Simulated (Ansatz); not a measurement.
## Deforming Eu

```yaml
crystal:
  lattice:
    - [-2.27550, 2.27550, 2.27550]
    - [2.27550, -2.27550, 2.27550]
    - [2.27550, 2.27550, -2.27550]
  atoms:
    - { symbol: Eu, position: [0.00000, 0.00000, 0.00000] }
```

Conventional cell: a = 4.551 Å, b = 4.551 Å, c = 4.551 Å, α = 90.00°, β = 90.00°, γ = 90.00°. Around Eu (atom 1) lie 8 Eu at 3.94 Å.

The structure is an experimental refinement, used without relaxation.

Semilocal functionals without a Hubbard term describe localised f shells poorly; where the shell is localised, the real material differs.

The magnetic state is the one reached from the start moments; no search over orders was made, so it needn't be the ground state.

No spin–orbit coupling, which matters for the heavy atoms here.

The calculation used DFT, PBE, all-electron LAPW, scalar-relativistic (Ansatz 0.2.0).

The runs use a Γ-centred 13×13×13 k mesh, Fermi–Dirac smearing of 0.05 eV, basis error target 0.25 meV/atom, spin-polarised from start moments Eu 7 μB.

The unchanged cell is at -1.22 GPa, so energy changes include a term −P ΔV where the volume moves.

In a metal, stresses and small energies carry noise from the k mesh.

x, y and z are the Cartesian axes of the cell as listed; fractional coordinates follow a strain, and an engineering shear is twice the off-diagonal strain component.

With this change (equal xy, yz and zx engineering shear strains of +1.5 %), what becomes of the energy and stress and moment?

Energy change +1 meV/atom; stress change (xx, yy, zz, yz, xz, xy) 0.01, 0.01, 0.01, -0.20, -0.20, -0.20 GPa, compression positive; moment 7.35 → 7.35 μB.

With this change (x and y strained by -2 %, z held), what becomes of the energy and stress and moment?

Energy change -12 meV/atom; stress change (xx, yy, zz, yz, xz, xy) 0.41, 0.41, 0.40, 0.00, 0.00, 0.00 GPa, compression positive; moment 7.35 → 7.32 μB.
